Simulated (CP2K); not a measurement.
Runs of CP2K 2026.2 on CoO. It takes space group Fm-3m (No. 225, cubic). Conventional cell: a = 4.263 Å, b = 4.263 Å, c = 4.263 Å, α = 90.00°, β = 90.00°, γ = 90.00°. Co (site symmetry m-3m) is surrounded by 6 O at 2.13 Å. O (site symmetry m-3m) is surrounded by 6 Co at 2.13 Å. 

| level | cutoff radius of the dispersion sum (A) | cutoff of the non-local correlation (Ry) | pressure (GPa) | moment (μB) |
| --- | --- | --- | --- | --- |
| PBE+D3(BJ)+ATM | 20 | - | -4.0 | 2.99 |
| PBE+rVV10 | - | 300 | -2.7 | 2.99 |
| PBE+D3 | 20 | - | (a) | 2.99 |
| PBE+D4 | 20 | - | (b) | 2.99 |
| PBE+D2 | 20 | - | -1.0 | 2.99 |

Alike in all rows: task single point; potentials or basis POTENTIAL_UZH Co GTH-PBE-q17, O GTH-PBE-q6; TZVP-MOLOPT-PBE-GTH basis; spin collinear, ferromagnetic start; cell as given; k mesh 11 × 11 × 11; smearing fermi-dirac 0.05 eV.

Problem. Fill in the values left out.

Solution. (a) -3.9; (b) -3.5.

Caveats: the basis of atomic orbitals isn't converged, which shifts pressures, moduli and gaps; the total moment is fixed, so each spin has its own Fermi level; a cell with one magnetic atom can't hold antiferromagnetic order, which such compounds often take.
